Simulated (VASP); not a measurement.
# BN (R3m) in VASP: further runs

One crystal, BN, is run at these levels: PBE; tasks: single point, relaxation of cell and atoms.

Everything below comes from runs of VASP 6.6.1. Logs are shortened: lines on timing, memory, paths and dates and some standing lists are left out, and cuts for length are marked.

## Step 1: Starting point

The structure is trigonal, space group R3m (No. 160). Conventional cell: a = 2.502 Å, b = 2.502 Å, c = 10.119 Å, α = 90.00°, β = 90.00°, γ = 120.00°. B (site symmetry 3m) has 3 N at 1.44 Å as nearest neighbours. N (site symmetry 3m) has 3 B at 1.44 Å as nearest neighbours.

The cell is a database's computed one.

## Step 2: Single point, PBE

File INCAR:

```
SYSTEM = BN
  ALGO = Normal
  EDIFF = 1E-6
  ENCUT = 520
  GGA = PE
  ISIF = 2
  ISMEAR = 0
  LASPH = .TRUE.
  LCHARG = .TRUE.
  LELF = .TRUE.
  LREAL = .FALSE.
  LVHAR = .TRUE.
  LWAVE = .FALSE.
  NBANDS = 11
  NELM = 100
  PREC = Accurate
  SIGMA = 0.1
```

File KPOINTS:

```
k-points
0
G
  12 12 12
  0 0 0
```

File POSCAR:

```
BN
1.0
    1.2511217600      0.7223355200      3.3729343400
   -1.2511217600      0.7223355200      3.3729343400
    0.0000000000     -1.4446710300      3.3729343400
B N
1 1
Direct
    0.9996712200      0.9996712200      0.9996712200
    0.3327617900      0.3327617900      0.3327617900
```

Potentials or basis: VASP PAW PBE potentials, release 64 (B, N).

On the command line:

```sh
> cat potpaw_PBE.64/B/POTCAR potpaw_PBE.64/N/POTCAR > POTCAR
> mpirun -np 1 vasp_std > vasp.out
```

OUTCAR:

```text
SYSTEM = BN
   EDIFF = 1E-6
   ENCUT = 520
   GGA = PE
   ISIF = 2
   ISMEAR = 0
   LASPH = .TRUE.
   LREAL = .FALSE.
   NELM = 100
   PREC = Accurate

 ion  position               nearest neighbor table
   1  1.000  1.000  1.000-   2 1.44   2 1.44   2 1.44
   2  0.333  0.333  0.333-   1 1.44   1 1.44   1 1.44

  LATTYP: Found a trigonal (rhomboedric) cell.
 ALAT       =     3.6692997048
 COS(alpha) =     0.7674786662

  Lattice vectors:

 A1 = (   1.2511217600,   0.7223355200,   3.3729343400)
 A2 = (  -1.2511217600,   0.7223355200,   3.3729343400)
 A3 = (   0.0000000000,  -1.4446710300,   3.3729343400)

Analysis of symmetry for initial positions (statically):
=====================================================================
 Subroutine PRICEL returns:
 Original cell was already a primitive cell.

 Routine SETGRP: Setting up the symmetry group for a
 trigonal (rhombohedral) supercell.

 Subroutine GETGRP returns: Found  6 space group operations
 (whereof  6 operations were pure point group operations)
 out of a pool of 12 trial point group operations.

The static configuration has the point symmetry C_3v.

Analysis of symmetry for dynamics (positions and initial velocities):
=====================================================================
 Subroutine PRICEL returns:
 Original cell was already a primitive cell.

 Routine SETGRP: Setting up the symmetry group for a
 trigonal (rhombohedral) supercell.

 Subroutine GETGRP returns: Found  6 space group operations
 (whereof  6 operations were pure point group operations)
 out of a pool of 12 trial point group operations.

The dynamic configuration has the point symmetry C_3v.

 Subroutine INISYM returns: Found  6 space group operations
 (whereof  6 operations are pure point group operations),
 and found     1 'primitive' translations

----------------------------------------------------------------------------------------

                                     Primitive cell

  volume of cell :      18.2893

  direct lattice vectors                    reciprocal lattice vectors
     1.251121760  0.722335520  3.372934340     0.399641359  0.230733036  0.098825918
    -1.251121760  0.722335520  3.372934340    -0.399641359  0.230733036  0.098825918
     0.000000000 -1.444671030  3.372934340     0.000000000 -0.461466072  0.098825919

  length of vectors
     3.669299705  3.669299705  3.669299722     0.471929562  0.471929562  0.471929547

  position of ions in fractional coordinates (direct lattice)
     0.999671220  0.999671220  0.999671220
     0.332761790  0.332761790  0.332761790

  ion indices of the primitive-cell ions
   primitive index   ion index
                 1           1
                 2           2

----------------------------------------------------------------------------------------

 KPOINTS: k-points

Automatic generation of k-mesh.
 Grid dimensions read from file:
 generate k-points for:   12   12   12

 Generating k-lattice:

  Cartesian coordinates                     Fractional coordinates (reciprocal lattice)
     0.033303447  0.019227753  0.008235493     0.083333333 -0.000000000 -0.000000000
    -0.033303447  0.019227753  0.008235493    -0.000000000  0.083333333 -0.000000000
     0.000000000 -0.038455506  0.008235493     0.000000000  0.000000000  0.083333333

  Length of vectors
     0.039327463  0.039327463  0.039327462

  Shift w.r.t. Gamma in fractional coordinates (k-lattice)
     0.000000000  0.000000000  0.000000000

 Subroutine IBZKPT returns following result:
 ===========================================

 Found    189 irreducible k-points:

 Following reciprocal coordinates:
            Coordinates               Weight
  0.000000  0.000000  0.000000      1.000000
  0.083333  0.000000 -0.000000      6.000000
  0.166667 -0.000000  0.000000      6.000000
  0.250000 -0.000000 -0.000000      6.000000
  0.333333 -0.000000 -0.000000      6.000000
  0.416667  0.000000 -0.000000      6.000000
[... 16 lines left out ...]
  0.500000  0.166667  0.000000     12.000000
 -0.416667  0.166667  0.000000     12.000000
 [... further k-points ...]
   k-points           NKPTS =    189   k-points in BZ     NKDIM =    189   number of bands    NBANDS=     11
   number of dos      NEDOS =    301   number of ions     NIONS =      2
   total plane-waves  NPLWV =  21952
   dimension x,y,z NGX =    28 NGY =   28 NGZ =   28
   dimension x,y,z NGXF=    56 NGYF=   56 NGZF=   56
   ions per type =               1   1
   NGX,Y,Z   is equivalent  to a cutoff of  12.69, 12.69, 12.69 a.u.
   NGXF,Y,Z  is equivalent  to a cutoff of  25.37, 25.37, 25.37 a.u.
 SYSTEM =  BN
   PREC   = accura    normal or accurate (medium, high low for compatibility)
   ISTART =      0    job   : 0-new  1-cont  2-samecut
   ICHARG =      2    charge: 1-file 2-atom 10-const
   ISPIN  =      1    spin polarized calculation?
   LNONCOLLINEAR =      F non collinear calculations
   LSORBIT =      F    spin-orbit coupling
   LASPH  =      T    aspherical Exc in radial PAW
   ENCUT  =  520.0 eV  38.22 Ry    6.18 a.u.   6.82  6.82  6.82*2*pi/ulx,y,z
   NELM   =    100;   NELMIN=  2; NELMDL= -5     # of ELM steps
   EDIFF  = 0.1E-05   stopping-criterion for ELM
   LREAL  =      F    real-space projection
   EDIFFG = 0.1E-04   stopping-criterion for IOM
   NSW    =      0    number of steps for IOM
   IBRION =     -1    ionic relax: 0-MD 1-quasi-New 2-CG
   NFREE  =      0    steps in history (QN), initial steepest desc. (CG)
   ISIF   =      2    stress and relaxation
   ISYM   =      2    0-nonsym 1-usesym 2-fastsym
   POTIM  = 0.5000    time-step for ionic-motion
   TEBEG  =    0.0;   TEEND  =   0.0 temperature during run
   PSTRESS=    0.0 pullay stress
   NELECT =       8.0000    total number of electrons
   NUPDOWN=      -1.0000    fix difference up-down
   EMIN   =  10.00;   EMAX   =-10.00  energy-range for DOS
   EFERMI =   0.00;   METHOD = LEGACY
   ISMEAR =     0;   SIGMA  =   0.10  broadening in eV -4-tet -1-fermi 0-gaus
   EFERMI_NEDOS =   21; number of points for ismear=-14 and -15
   IALGO  =     38    algorithm
   IMIX   =      4    mixing-type and parameters
     AMIX     =   0.40;   BMIX     =  1.00
     AMIX_MAG =   1.60;   BMIX_MAG =  1.00
  volume/ion in A,a.u.               =       9.14        61.71
  Fermi-wavevector in a.u.,A,eV,Ry     =   1.242717  2.348395 21.012099  1.544346
  Thomas-Fermi vector in A             =   2.377059
   LORBIT       =      0    0 simple, 1 ext, 2 COOP (PROOUT), +10 PAW based schemes
   GGA     = PE    functional components
   LHFCALC =     F    Hartree Fock is set to
   AEXX    =    0.0000 exact exchange contribution
   IVDW    =     0    specifies the selected vdW correction
   LEPSILON=     F    determine dielectric tensor
   LRPA    =     F    only Hartree local field effects (RPA)
 non-spin polarized calculation
 Gauss-broadening in eV      SIGMA  =   0.10
  energy-cutoff  :      520.00
  volume of cell :       18.29
 maximum number of plane-waves:       517
   NGX = 13   NGY = 13   NGZ = 13

 number of electron       8.0000000 magnetization

 Free energy of the ion-electron system (eV)
  ---------------------------------------------------
  ext. energy  EPLUGINS =         0.00000000
  ---------------------------------------------------
  free energy    TOTEN  =       -17.58097470 eV

  energy without entropy =      -17.58097470  energy(sigma->0) =      -17.58097470

 E-fermi :   2.6897     XC(G=0):  -9.9782

 val. band max:        2.1342576927   @ k =  -0.3333   0.3333   0.0000
 cond. band min:       6.4158280009   @ k =   0.5000   0.5000  -0.0000
 fundamental gap:      4.2815703083
 Fermi energy:         2.6897064920

 k-point     1 :       0.0000    0.0000    0.0000
  band No.  band energies     occupation
      1     -15.6428      2.00000
      2      -2.0453      2.00000
      3       0.8469      2.00000
      4       0.8469      2.00000
      5       7.3034      0.00000
      6      13.8149      0.00000
      7      13.8149      0.00000
      8      15.2773      0.00000
      9      16.8768      0.00000
     10      28.0520      0.00000
     11      30.0611      0.00000

 k-point     2 :       0.0833    0.0000   -0.0000
  band No.  band energies     occupation
      1     -15.5049      2.00000
      2      -1.8964      2.00000
      3       0.2791      2.00000
      4       0.5899      2.00000
      5       7.5858      0.00000
      6      13.7460      0.00000
      7      14.4080      0.00000
      8      14.8051      0.00000
      9      17.3082      0.00000
     10      28.0953      0.00000
     11      28.5148      0.00000

 k-point     3 :       0.1667   -0.0000    0.0000
  band No.  band energies     occupation
      1     -15.0991      2.00000
      2      -1.4648      2.00000
      3      -1.1346      2.00000
      4      -0.0361      2.00000
      5       8.3281      0.00000
      6      13.4852      0.00000
      7      13.6690      0.00000
      8      16.0199      0.00000
      9      18.3529      0.00000
     10      25.3593      0.00000
     11      27.6342      0.00000

 k-point     4 :       0.2500   -0.0000   -0.0000
  band No.  band energies     occupation
      1     -14.4535      2.00000
      2      -2.9488      2.00000
      3      -0.7620      2.00000
      4      -0.7399      2.00000
      5       9.3348      0.00000
      6      11.8547      0.00000
      7      13.5395      0.00000
      8      18.3031      0.00000
      9      19.4577      0.00000
     10      23.1816      0.00000
     11      26.0241      0.00000

 k-point     5 :       0.3333   -0.0000   -0.0000
  band No.  band energies     occupation
      1     -13.6382      2.00000
      2      -4.7446      2.00000
      3      -1.3857      2.00000
      4       0.1702      2.00000
      5       9.4702      0.00000
      6      11.0865      0.00000
      7      13.6575      0.00000
      8      19.5212      0.00000
      9      20.8636      0.00000
     10      22.3139      0.00000
     11      24.8590      0.00000
[... 211 lines left out ...]
 k-point    21 :       0.3333    0.1667   -0.0000
  band No.  band energies     occupation
      1     -14.0508      2.00000
      2      -3.3564      2.00000
      3      -1.7422      2.00000
      4      -0.6281      2.00000
      5       9.9632      0.00000
      6      11.8503      0.00000
      7      14.6517      0.00000
      8      17.0930      0.00000
      9      20.4898      0.00000
     10      21.8432      0.00000
     11      26.5597      0.00000

 k-point    22 :       0.4167    0.1667   -0.0000
  band No.  band energies     occupation
      1     -13.2733      2.00000
      2      -4.7396      2.00000
      3      -2.5947      2.00000
      4       0.2561      2.00000
      5       9.0835      0.00000
      6      12.6794      0.00000
      7      15.1812      0.00000
      8      17.6865      0.00000
      9      19.4169      0.00000
     10      22.5629      0.00000
     11      25.4026      0.00000

 k-point    23 :       0.5000    0.1667    0.0000
  band No.  band energies     occupation
      1     -12.5287      2.00000
      2      -5.9536      2.00000
      3      -3.1084      2.00000
      4       1.2113      2.00000
      5       7.9119      0.00000
      6      13.6179      0.00000
      7      15.4721      0.00000
      8      17.3451      0.00000
      9      19.4830      0.00000
     10      22.4481      0.00000
     11      25.5033      0.00000

 k-point    24 :      -0.4167    0.1667    0.0000
  band No.  band energies     occupation
      1     -12.1994      2.00000
      2      -6.4611      2.00000
      3      -3.2794      2.00000
      4       1.8139      2.00000
      5       7.3107      0.00000
      6      13.6640      0.00000
      7      15.7179      0.00000
      8      16.5481      0.00000
      9      19.8664      0.00000
     10      23.0856      0.00000
     11      25.2838      0.00000

 [... further k-points ...]

------------------------ aborting loop because EDIFF is reached ----------------------------------------

  FORCE on cell =-STRESS in cart. coord.  units (eV):
  Direction    XX          YY          ZZ          XY          YZ          ZX
  --------------------------------------------------------------------------------------
  -------------------------------------------------------------------------------------
  Total        0.4944777      0.4944778      0.2540925      0.0000000      0.0000000      0.0000000
  in kB       43.3171256     43.3171294     22.2589552      0.0000000      0.0000000      0.0000000
  external PRESSURE =      36.2977368 kB  Pullay stress =       0.0000000 kB

 VOLUME and BASIS-vectors are now :
 -----------------------------------------------------------------------------
  energy-cutoff  :      520.00
  volume of cell :       18.29
      direct lattice vectors                 reciprocal lattice vectors
     1.251121760  0.722335520  3.372934340     0.399641359  0.230733036  0.098825918
    -1.251121760  0.722335520  3.372934340    -0.399641359  0.230733036  0.098825918
     0.000000000 -1.444671030  3.372934340     0.000000000 -0.461466072  0.098825919

 POSITION                                       TOTAL-FORCE (eV/Angst)
 -----------------------------------------------------------------------------------
      0.00000      0.00000     10.11548         0.000000     -0.000000     -0.003001
      0.00000      0.00000      3.36715         0.000000      0.000000      0.003001
 -----------------------------------------------------------------------------------
    total drift:                                0.000000     -0.000002     -0.000069

  FREE ENERGIE OF THE ION-ELECTRON SYSTEM (eV)
  ---------------------------------------------------
  free  energy   TOTEN  =       -17.5809747029 eV

  energy  without entropy=      -17.5809747029  energy(sigma->0) =      -17.58097470
```

It took 31 s on 1 thread of Intel Xeon 6975P-C (Granite Rapids), shared host; peak memory 0.17 GiB.

What came out:

```
Free energy            : -17.5810 eV
Pressure               : 3.6 GPa
Largest force          : 0.003 eV/Å
Band gap on the k mesh : 4.28 eV, indirect (least direct gap 4.70 eV)
```

Forces in eV/Å, atoms in the order of the input:
```
B    0.000  0.000 -0.003
N    0.000  0.000  0.003
```

Stress tensor (GPa, compression positive):
```
4.33 0.00 0.00
0.00 4.33 0.00
0.00 0.00 2.23
```

Levels at points of the mesh, in eV from the valence-band top:
```
           k point  band 1  band 2  band 3  band 4  band 5  band 6  band 7  band 8  band 9
(0.00, 0.00, 0.00)  -17.78   -4.18   -1.29   -1.29    5.17   11.68   11.68   13.14   14.74
(0.50, 0.00, 0.00)  -14.59   -8.93   -4.07   -0.60    5.29    9.92   13.09   15.02   19.96
(0.50, 0.50, 0.00)  -14.52   -8.80   -4.13   -1.17    4.28    9.91   14.26   17.56   20.29
(0.50, 0.50, 0.50)  -17.52   -6.13   -1.30   -1.30   10.11   11.61   11.61   12.24   16.33
```

A k mesh can miss the band edges. Expect the measured gap to be larger: semilocal functionals such as PBE lack the derivative discontinuity.

## Step 3: Single point, PBE

This run uses another cell than the first one, of 10.66 Å³/atom, 1.166 times its volume.

File INCAR:

```
  ALGO = Normal
  EDIFF = 1E-6
  ENCUT = 520
  GGA = PE
  ISIF = 2
  ISMEAR = 0
  LASPH = True
  LCHARG = False
  LREAL = False
  LWAVE = False
  NBANDS = 11
  NELM = 100
  PREC = Accurate
  SIGMA = 0.1
```

File KPOINTS:

```
k-points
0
Gamma
  12 12 12
```

File POSCAR:

```
BN
1.0
    1.2561033797      0.7252116263      3.9023367297
   -1.2561033797      0.7252116263      3.9023367297
    0.0000000000     -1.4504232469      3.9023367308
B N
1 1
Direct
    0.9995606930      0.9995606930      0.9995606930
    0.3328723170      0.3328723170      0.3328723170
```

Potentials or basis: VASP PAW PBE potentials, release 64 (B, N).

On the command line:

```sh
> cat potpaw_PBE.64/B/POTCAR potpaw_PBE.64/N/POTCAR > POTCAR
> mpirun -np 1 vasp_std > vasp.out
```

Wall time 35 s (1 thread of Intel Xeon 6975P-C (Granite Rapids), shared host); peak memory 0.18 GiB.

It converged, with:

- Free energy: -17.6020 eV
- Pressure: 0.1 GPa
- Band gap on the k mesh: 4.50 eV, indirect (least direct gap 4.66 eV)

Levels at points of the mesh, in eV from the valence-band top:
| k point | band 2 | band 3 | band 4 | band 5 | band 6 | band 7 |
| --- | --- | --- | --- | --- | --- | --- |
| (0.00, 0.00, 0.00) | -4.72 | -1.34 | -1.34 | 4.56 | 11.53 | 11.53 |
| (0.50, 0.00, 0.00) | -8.86 | -4.11 | -0.78 | 5.04 | 9.62 | 12.50 |
| (0.50, 0.50, 0.00) | -8.83 | -4.12 | -1.01 | 4.50 | 9.79 | 13.36 |
| (0.50, 0.50, 0.50) | -5.62 | -1.34 | -1.34 | 8.43 | 10.82 | 11.51 |

A k mesh can miss the band edges. Expect the measured gap to be larger: semilocal functionals such as PBE lack the derivative discontinuity.

[end of part 1 of 2]
